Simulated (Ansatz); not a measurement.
The system is MnSb.

```xyz
4
Lattice="4.1500 0.0000 0.0000 -2.0750 3.5940 0.0000 0.0000 0.0000 5.7800" Properties=species:S:1:pos:R:3 pbc="T T T"
Sb    2.0750    1.1980    4.3350
Sb    0.0000    2.3960    1.4450
Mn    0.0000    0.0000    2.8900
Mn    0.0000    0.0000    0.0000
```

Base run:

```yaml
Program: Ansatz 0.2.0
Functional: PBE
Potentials_or_basis: Ansatz PAW
Cutoff: 300 eV
Density_cutoff: 1200 eV
k_mesh: 7 × 7 × 5
Occupations: fermi-dirac, width 0.05 eV
Spin: collinear spin, ferromagnetic start
Starting_moments: "[0.0, 0.0, 4.0, 4.0] μB"
```

Its results: band gap on the k mesh none (metal or under the smearing width); pressure -3.0 GPa; net moment 6.73 μB per cell; site moments Sb -0.12; Mn +3.44 μB.

Task: The run is repeated on the same cell with these changes: functional from PBE to LDA; cutoff from 300 eV to 420 eV (not typed: the program's choice for these potentials). What comes out?

Result: Band gap on the k mesh none (metal or under the smearing width); pressure -10.6 GPa; net moment 6.52 μB per cell; site moments Sb -0.10; Mn +3.30 μB.

LDA binds more tightly than PBE, so the same cell stands under less pressure.

Caveats: only a ferromagnetic start was run, and an antiferromagnetic order may lie lower in energy; the pressure holds a Pulay correction of +9.0 GPa for the finite cutoff (some runs); the cutoff lies under the one recommended for these potentials (some runs); the PAW data sets come from PBE, with cores solved anew for the run's functional, which leaves a small shift of forces and pressure (some runs).
